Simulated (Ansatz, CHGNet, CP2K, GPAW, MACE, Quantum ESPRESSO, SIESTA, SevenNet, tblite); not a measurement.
# Running generalised stacking fault on (110) of BePd (80 atoms) with CP2K

Aim: run generalised stacking fault on (110) of BePd (80 atoms) in CP2K and see how near its forces come to a plane-wave reference, and at what cost.

Program: CP2K 2026.2. Level of theory: the method is named at each step. Results are calculated unless marked as measured.

### 1. Starting point

The cell holds 80 atoms: 40 Be and 40 Pd. Cell: a = 5.626 Å, b = 7.956 Å, c = 20.002 Å, α = 90.0°, β = 83.9°, γ = 90.0°. It derives from BePd (CsCl-type). CsCl-type BePd (a = 2.813 Å), cell with z along [110], 2 x 2 x 5 periods; the third cell vector is tilted by 0.750 of [001] and lengthened by 0 Å, so the cell holds one fault; displaced by a Gaussian of 0.01 Å. Then every atom was moved at random, 0.03 Å r.m.s. a Cartesian component. The structure's axis is c.

The yardstick, on the same geometry:

```
method                 : Kohn-Sham DFT, PBE, PAW, plane waves (Ansatz 0.2.0); cutoff 420 eV, Γ point, fermi-dirac smearing of 0.05 eV; PAW set soft_2
r.m.s. force component : 0.3659 eV/Å
longest force          : 1.65 eV/Å
pressure               : 7.571 GPa
SCF cycles             : 9
time                   : 20 s on 4 threads of Arm Neoverse V1, shared host
CPU time               : 76 s
```

### 2. PBE, DZVP-MOLOPT-SR, 600/50 Ry, diagonalisation

Method: Kohn-Sham DFT, PBE, GTH-PBE pseudopotentials, Gaussian and plane waves, DZVP-MOLOPT-SR-GTH, diagonalisation.

input.inp reads:

```
&GLOBAL
  PROJECT cell
  RUN_TYPE ENERGY_FORCE
  PRINT_LEVEL LOW
&END GLOBAL
&FORCE_EVAL
  METHOD QS
  STRESS_TENSOR ANALYTICAL
  &DFT
    BASIS_SET_FILE_NAME BASIS_MOLOPT
    POTENTIAL_FILE_NAME GTH_POTENTIALS
    &MGRID
      CUTOFF 600
      REL_CUTOFF 50
      NGRIDS 5
    &END MGRID
    &QS
      EPS_DEFAULT 1.0E-12
    &END QS
    &SCF
      SCF_GUESS ATOMIC
      EPS_SCF 1.0E-06
      MAX_SCF 200
      ADDED_MOS 64
      &DIAGONALIZATION
        ALGORITHM STANDARD
      &END DIAGONALIZATION
      &SMEAR ON
        METHOD FERMI_DIRAC
        ELECTRONIC_TEMPERATURE [K] 580
      &END SMEAR
      &MIXING
        METHOD BROYDEN_MIXING
        ALPHA 0.15
        NBROYDEN 8
      &END MIXING
      &PRINT
        &RESTART OFF
        &END RESTART
      &END PRINT
    &END SCF
    &XC
      &XC_FUNCTIONAL PBE
      &END XC_FUNCTIONAL
    &END XC
    &PRINT
      &MULLIKEN ON
      &END MULLIKEN
      &HIRSHFELD ON
        SHAPE_FUNCTION DENSITY
      &END HIRSHFELD
      &MO ON
        EIGENVALUES T
        OCCUPATION_NUMBERS T
        MO_INDEX_RANGE 429 452
        &EACH
          QS_SCF 0
        &END EACH
        ADD_LAST NUMERIC
      &END MO
    &END PRINT
  &END DFT
  &SUBSYS
    &CELL
      A 5.62600 0.00000 0.00000
      B 0.00000 7.95637 0.00000
      C 2.10975 0.00000 19.89091
    &END CELL
    &COORD
      Be 5.58505 7.94690 19.87559
      Pd 1.38902 7.93656 1.96065
      Be 0.67628 0.01878 0.02526
      Pd 4.27701 0.00947 1.99824
      Be 5.54807 3.99211 19.87122
      Pd 1.43739 3.98200 2.01037
      Be 2.77636 3.98781 19.86744
      Pd 4.20584 4.03730 2.03265
      Be 5.59144 1.99132 1.97616
      Pd 1.37122 1.99776 3.92249
      Be 2.80173 1.95743 1.99207
      Pd 4.20538 2.05624 3.98455
      Be 5.66657 7.93513 3.92627
      Pd 1.38495 0.01520 5.98259
      Be 2.74403 0.00501 4.00106
      Pd 4.19636 0.00676 5.91615
      Be 5.56964 5.95773 2.04121
      Pd 1.46538 5.95749 3.96844
      Be 2.78953 5.95964 1.95448
      Pd 4.18855 5.96338 3.93462
      Be 5.63345 4.01558 3.95610
      Pd 1.40130 4.02576 5.96329
      Be 2.79331 3.94938 4.02751
      Pd 4.20848 3.96848 5.95514
      Be 5.67989 2.00516 5.93326
      Pd 1.39158 2.00453 7.93130
      Be 2.83259 1.99952 5.98279
      Pd 4.20411 1.97827 7.91996
      Be 5.65745 7.92733 7.92772
      Pd 1.41861 7.92446 9.91641
      Be 2.79476 7.93743 7.97427
      Pd 4.19288 7.94634 9.95281
      Be 5.56999 5.96600 5.97921
      Pd 1.36412 6.03029 8.00927
      Be 2.84748 6.02369 5.99214
      Pd 4.24347 5.96791 7.94363
      Be 5.63492 3.99609 7.95716
      Pd 1.36049 3.94556 9.91741
      Be 2.82233 3.97429 7.91221
      Pd 4.19580 4.00540 9.91721
      Be 5.63016 2.01567 9.88916
      Pd 1.39599 1.94883 11.91286
      Be 2.81275 1.98376 9.95003
      Pd 4.24184 1.97000 11.90431
      Be 5.60472 0.04201 11.98268
      Pd 7.05038 0.01647 13.88962
      Be 2.83178 0.00406 11.93236
      Pd 4.23499 7.95613 13.91270
      Be 5.58362 5.94007 9.91880
      Pd 1.40134 5.97484 11.93892
      Be 2.83761 5.93227 9.97430
      Pd 4.16854 5.98367 11.95006
      Be 5.62999 3.97421 11.91963
      Pd 7.03884 3.98909 13.90335
      Be 2.81557 3.94819 11.92639
      Pd 4.24082 3.97230 13.96819
[... 20 atom lines left out ...]
      Be 5.64837 6.00173 17.89207
      Pd 4.95892 5.92057 0.02486
      Be 2.81308 6.01732 17.91534
      Pd 2.10692 5.92941 0.00676
    &END COORD
    &KIND Be
      BASIS_SET DZVP-MOLOPT-SR-GTH-q4
      POTENTIAL GTH-PBE-q4
    &END KIND
    &KIND Pd
      BASIS_SET DZVP-MOLOPT-SR-GTH-q18
      POTENTIAL GTH-PBE-q18
    &END KIND
  &END SUBSYS
  &PRINT
    &FORCES ON
    &END FORCES
    &STRESS_TENSOR ON
    &END STRESS_TENSOR
  &END PRINT
&END FORCE_EVAL
```

Launch:

```console
> OMP_NUM_THREADS=1 mpirun -np 4 cp2k.psmp -i input.inp > output.txt
```

Numbers of over 12 decimals in the logs are rounded to 6 here.

The program printed:

```text
CP2K| version string:                                       CP2K version 2026.2
 CP2K| Input file name                                                 input.inp
 GLOBAL| Basis set file name                                        BASIS_MOLOPT
 GLOBAL| Potential file name                                      GTH_POTENTIALS
 GLOBAL| Run type                                                   ENERGY_FORCE
 GLOBAL| Total number of message passing processes                             4
 GLOBAL| Number of threads for this process                                    1
 TOTAL NUMBERS AND MAXIMUM NUMBERS
  Total number of            - Atomic kinds:                                   2
                             - Atoms:                                         80
                             - Shell sets:                                    80
                             - Shells:                                       440
                             - Primitive Cartesian functions:                480
                             - Cartesian basis functions:                   1440
                             - Spherical basis functions:                   1240
  Maximum angular momentum of- Orbital basis functions:                        3
                             - Local part of the GTH pseudopotential:          6
                             - Non-local part of the GTH pseudopotential:      4
 SCF PARAMETERS         Density guess:                                    ATOMIC
                        max_scf:                                             200
                        eps_scf:                                        1.00E-06
                        added MOs                                        64    0
                        Mixing method:                            BROYDEN_MIXING
                                                charge density mixing in g-space
                        Smear method:                                FERMI_DIRAC
                        Electronic temperature [K]:                        580.0
                        Electronic temperature [a.u.]:                  1.84E-03
                        Accuracy threshold:                             1.00E-10
 Extrapolation method: initial_guess
 Number of electrons:                                                        880
 Number of occupied orbitals:                                                440
 Number of molecular orbitals:                                               504
 Number of orbital functions:                                               1240
 Number of independent orbital functions:                                   1240
 SCF WAVEFUNCTION OPTIMIZATION
  Step     Update method      Time    Convergence         Total energy    Change
     1 NoMix/Diag. 0.15E+00    4.8     1.34482996     -5701.3806066198 -5.70E+03
     2 Broy./Diag. 0.15E+00    8.1     0.15880090     -5831.9778046802 -1.31E+02
     3 Broy./Diag. 0.15E+00    8.1     0.19439838     -5742.1134815433  8.99E+01
     4 Broy./Diag. 0.15E+00    8.1     0.02535778     -5668.1720370929  7.39E+01
[...]
18 Broy./Diag. 0.15E+00    8.1     0.00000155     -5677.6251416986 -7.55E-04
    19 Broy./Diag. 0.15E+00    8.1     0.00000099     -5677.6254216107 -2.80E-04
  *** SCF run converged in    19 steps ***
  Electronic density on regular grids:       -879.9999999998        0.0000000002
  Core density on regular grids:              879.9999999996       -0.0000000004
  Total charge density on r-space grids:       -0.0000000002
  Total charge density g-space grids:          -0.0000000002
  Overlap energy of the core charge distribution:               4.51e-12
  Self energy of the core charge distribution:              -9472.457308
  Core Hamiltonian energy:                                   2130.195954
  Hartree energy:                                            2284.433774
  Exchange-correlation energy:                               -619.784625
  Electronic entropic energy:                                  -0.013217
  Fermi energy:                                                 0.482904
  Total energy:                                             -5677.625422
  Total energy (extrapolated to T->0):                      -5677.618813
 MO| EIGENVALUES AND OCCUPATION NUMBERS
 MO|
 MO|  Index      Eigenvalue [a.u.]        Eigenvalue [eV]             Occupation
 MO|    429               0.440312              11.981493               2.000000
 MO|    430               0.450442              12.257145               2.000000
 MO|    431               0.451635              12.289611               2.000000
[...]
MO|    451               0.494035              13.443373               0.004657
 MO|    452               0.494600              13.458758               0.003425
 MO| Sum:                                                             880.000000
 MO| E(Fermi):            0.482904 a.u.         13.140475 eV
 !-----------------------------------------------------------------------------!
                     Mulliken Population Analysis
 #  Atom  Element  Kind  Atomic population                           Net charge
       1     Be       1          3.477146                              0.522854
       2     Pd       2         18.566003                             -0.566003
       3     Be       1          3.426995                              0.573005
[...]
79     Be       1          3.457608                              0.542392
      80     Pd       2         18.558028                             -0.558028
 # Total charge                            880.000000                  0.000000
 !-----------------------------------------------------------------------------!
 !-----------------------------------------------------------------------------!
                           Hirshfeld Charges
  #Atom  Element  Kind  Ref Charge     Population                    Net charge
      1       Be     1       4.000          4.215                        -0.215
      2       Pd     2      18.000         17.771                         0.229
      3       Be     1       4.000          4.222                        -0.222
[...]
79       Be     1       4.000          4.238                        -0.238
     80       Pd     2      18.000         17.774                         0.226
  Total Charge                                                           -0.000
 !-----------------------------------------------------------------------------!
 ENERGY| Total FORCE_EVAL ( QS ) energy [hartree]          -5677.625417
 FORCES| Atomic forces [hartree/bohr]
 FORCES|   Atom     x               y               z               |f|
 FORCES|      1 -4.60979018E-03 -1.14457593E-03 -1.55696467E-02   1.62780256E-02
 FORCES|      2  1.15077606E-02 -2.41037887E-03  6.47530445E-03   1.34226691E-02
 FORCES|      3 -1.45450150E-02 -3.44070970E-03 -2.98439835E-02   3.33775268E-02
[...]
FORCES|     79 -3.78977424E-03 -8.84317002E-03 -8.57846742E-03   1.28900794E-02
 FORCES|     80  5.78060878E-03  5.45270582E-03 -1.27517852E-02   1.50251610E-02
 FORCES| Sum    -2.02842101E-04  1.65423888E-03 -7.18258957E-04
 FORCES| Total atomic force                                       1.81481325E-03
 STRESS| Analytical stress tensor [bar]
 STRESS|                        x                   y                   z
 STRESS|      x        1.78579944411E+05  -5.43088501166E+02   1.50979300700E+04
 STRESS|      y       -5.43088501166E+02   2.22047654860E+04   2.24486041912E+03
 STRESS|      z        1.50979300700E+04   2.24486041912E+03   7.12929389838E+04
 STRESS| 1/3 Trace                                             9.06925496270E+04
```

Wall time 3.1 min (4 MPI ranks of Arm Neoverse V1, shared host); peak memory 4.3 GiB.

Banners, paths, timers and routine set-up lines are dropped from the logs unmarked, and long logs keep their key lines alone; longer cuts are marked.

Numbers from this run, and their distance from the reference:

```yaml
r_m_s_force_component: 0.3863 eV/Å
r_m_s_difference_of_force_components: 26.59 meV/Å
longest_difference_of_force_vectors: 113.9 meV/Å
force_difference_over_r_m_s_force: 7.268 %
slope_of_forces_against_the_reference_s: 1.055
correlation_of_force_components: 0.999
pressure: 9.069 GPa
pressure_difference: 1.498 GPa
```

Length of the force difference by element (eV/Å):

| element | atoms | mean | most |
| --- | --- | --- | --- |
| Be | 40 | 0.044 | 0.11 |
| Pd | 40 | 0.038 | 0.083 |

Local excerpt of 15 atoms (numbers count through the whole input) about Be19, which bears the longest force; x, y, z are measured from there.

| atom | x | y | z | distance (Å) | bonds | Hirshfeld charge (e) | Fx | Fy | Fz (eV/Å) |
| --- | --- | --- | --- | --- | --- | --- | --- | --- | --- |
| Be19 | 0.00 | 0.00 | 0.00 | 0.00 | 13 | -0.22 | 0.67 | 0.26 | 1.59 |
| Pd80 | -0.68 | -0.03 | -1.95 | 2.06 | 13 | 0.23 | 0.30 | 0.28 | -0.66 |
| Pd8 | 1.42 | -1.92 | 0.08 | 2.39 | 13 | 0.23 | -0.01 | -0.59 | -0.72 |
| Pd6 | -1.35 | -1.98 | 0.06 | 2.40 | 13 | 0.23 | -0.59 | -0.39 | -0.73 |
| Pd18 | -1.32 | 0.00 | 2.01 | 2.41 | 14 | 0.22 | -0.78 | 0.16 | 0.19 |
| Pd2 | -1.40 | 1.98 | 0.01 | 2.42 | 13 | 0.23 | 0.59 | -0.12 | 0.33 |
| Pd20 | 1.40 | 0.00 | 1.98 | 2.42 | 14 | 0.22 | 0.59 | 0.36 | 0.47 |
| Pd4 | 1.49 | 2.01 | 0.04 | 2.50 | 13 | 0.23 | -0.98 | 0.21 | -0.06 |
| Be17 | 2.78 | 0.00 | 0.09 | 2.78 | 13 | -0.22 | 0.78 | 0.08 | 1.09 |
| Be17 | -2.85 | 0.00 | 0.09 | 2.85 | 13 | -0.22 | 0.78 | 0.08 | 1.09 |
| Be5 | 0.65 | -1.97 | -1.97 | 2.86 | 13 | -0.22 | -0.02 | -0.26 | -0.69 |
| Be15 | -0.05 | 2.00 | 2.05 | 2.86 | 14 | -0.23 | 0.43 | 0.09 | 0.01 |
| Be1 | 0.69 | 1.99 | -1.97 | 2.88 | 13 | -0.21 | -0.24 | -0.06 | -0.80 |
| Be23 | 0.00 | -2.01 | 2.07 | 2.89 | 14 | -0.24 | 0.12 | 0.17 | 0.09 |
| Pd78 | 2.17 | -0.04 | -1.93 | 2.90 | 13 | 0.23 | -0.40 | 0.41 | -0.33 |

Forces lie 7.3 % from the reference's, at 9.7 times its CPU time.

### 3. PBE+D3, DZVP-MOLOPT-SR, 600/50 Ry, diagonalisation

Method: Kohn-Sham DFT, PBE+D3, GTH-PBE pseudopotentials, Gaussian and plane waves, DZVP-MOLOPT-SR-GTH, diagonalisation.

Changes to input.inp since step 2:

```diff
@@ -44,2 +44,10 @@
       &END XC_FUNCTIONAL
+      &VDW_POTENTIAL
+        POTENTIAL_TYPE PAIR_POTENTIAL
+        &PAIR_POTENTIAL
+          TYPE DFTD3
+          PARAMETER_FILE_NAME dftd3.dat
+          REFERENCE_FUNCTIONAL PBE
+        &END PAIR_POTENTIAL
+      &END VDW_POTENTIAL
     &END XC
@@ -69,3 +77,28 @@
     &COORD
-[... 80 atom lines left out: the same atoms as in the first run ...]
+      SCALED
+      Be 0.61801 0.99881 0.99923
+      Pd 0.20993 0.99751 0.09857
+      Be 0.11973 0.00236 0.00127
+      Pd 0.72255 0.00119 0.10046
+      Be 0.61152 0.50175 0.99901
+      Pd 0.21759 0.50048 0.10107
+      Be 0.11893 0.50121 0.99882
+      Pd 0.70925 0.50743 0.10219
+      Be 0.95660 0.25028 0.09935
+      Pd 0.16978 0.25109 0.19720
+      Be 0.46044 0.24602 0.10015
+      Pd 0.67237 0.25844 0.20032
+      Be 0.93319 0.99733 0.19739
+      Pd 0.13338 0.00191 0.30077
+      Be 0.41231 0.00063 0.20115
+      Pd 0.63435 0.00085 0.29743
+      Be 0.95150 0.74880 0.10262
+      Pd 0.18565 0.74877 0.19951
+      Be 0.45898 0.74904 0.09826
+      Pd 0.67032 0.74951 0.19781
+[... 56 atom lines left out ...]
+      Be 0.66666 0.75433 0.89951
+      Pd 0.88096 0.74413 0.00125
+      Be 0.16226 0.75629 0.90068
+      Pd 0.37437 0.74524 0.00034
     &END COORD
```

The program printed:

```text
CP2K| version string:                                       CP2K version 2026.2
 CP2K| Input file name                                                 input.inp
 GLOBAL| Basis set file name                                        BASIS_MOLOPT
 GLOBAL| Potential file name                                      GTH_POTENTIALS
 GLOBAL| Run type                                                   ENERGY_FORCE
 GLOBAL| Total number of message passing processes                             4
 GLOBAL| Number of threads for this process                                    1
 TOTAL NUMBERS AND MAXIMUM NUMBERS
  Total number of            - Atomic kinds:                                   2
                             - Atoms:                                         80
[... lines left out ...]
                        Smear method:                                FERMI_DIRAC
[... lines left out ...]
 Number of electrons:                                                        880
[... lines left out ...]
  Step     Update method      Time    Convergence         Total energy    Change
[... lines left out ...]
  *** SCF run converged in    19 steps ***
[... lines left out ...]
  Fermi energy:                                                 0.482904
  Total energy:                                             -5678.994781
  Total energy (extrapolated to T->0):                      -5678.988173
[... lines left out ...]
 MO| E(Fermi):            0.482904 a.u.         13.140476 eV
[... lines left out ...]
 !-----------------------------------------------------------------------------!
 !-----------------------------------------------------------------------------!
                           Hirshfeld Charges
  #Atom  Element  Kind  Ref Charge     Population                    Net charge
      1       Be     1       4.000          4.215                        -0.215
      2       Pd     2      18.000         17.771                         0.229
      3       Be     1       4.000          4.222                        -0.222
[...]
79       Be     1       4.000          4.238                        -0.238
     80       Pd     2      18.000         17.774                         0.226
  Total Charge                                                           -0.000
 !-----------------------------------------------------------------------------!
 ENERGY| Total FORCE_EVAL ( QS ) energy [hartree]          -5678.994777
 FORCES| Atomic forces [hartree/bohr]
 FORCES|   Atom     x               y               z               |f|
 FORCES|      1 -3.87326286E-03 -1.15048916E-03 -1.58369241E-02   1.63442331E-02
 FORCES|      2  1.15036594E-02 -2.33498173E-03  8.12941723E-03   1.42784363E-02
 FORCES|      3 -1.36627151E-02 -3.26253969E-03 -2.99872459E-02   3.31141792E-02
[...]
FORCES|     79 -3.74029279E-03 -8.37907109E-03 -8.45494967E-03   1.24773714E-02
 FORCES|     80  5.77638410E-03  5.37430918E-03 -1.40684053E-02   1.61297812E-02
 FORCES| Sum    -2.03146174E-04  1.65386213E-03 -7.18593092E-04
 FORCES| Total atomic force                                       1.81463614E-03
 STRESS| Analytical stress tensor [bar]
 STRESS|                        x                   y                   z
 STRESS|      x        1.00192536553E+05  -5.82678244118E+02   1.44555501441E+04
 STRESS|      y       -5.82678244118E+02  -5.69608693971E+04   2.27818742420E+03
 STRESS|      z        1.44555501441E+04   2.27818742420E+03  -7.98696762652E+03
 STRESS| 1/3 Trace                                             1.17482331763E+04
```

Elapsed: 3.1 min, on 4 MPI ranks; peak memory 4.4 GiB.

Compared with the plane-wave run:

```yaml
r_m_s_force_component: 0.3799 eV/Å
r_m_s_difference_of_force_components: 31.38 meV/Å
longest_difference_of_force_vectors: 158 meV/Å
force_difference_over_r_m_s_force: 8.578 %
slope_of_forces_against_the_reference_s: 1.036
correlation_of_force_components: 0.9972
pressure: 1.175 GPa
pressure_difference: -6.396 GPa
```

Against the first run (7.3 %), the force difference from the reference is 8.6 %, at 1.00 times the CPU time; the model has changed, so this is no error of the program alone.

(Part 1 of 2 ends here.)

[Also dropped from logs without a mark: logging warnings of Python, and SIESTA's first energy breakdown and zero terms.]

[Logs are printed without paths, hosts, clocks, repeated set-up lines and the standing remarks that a program may print on its own settings, such as how far it seeks lower states.]

[Hosts, paths, dates, database ids (printed as entryN), source tags and the programs' standing remarks are cut or masked in the printed files.]
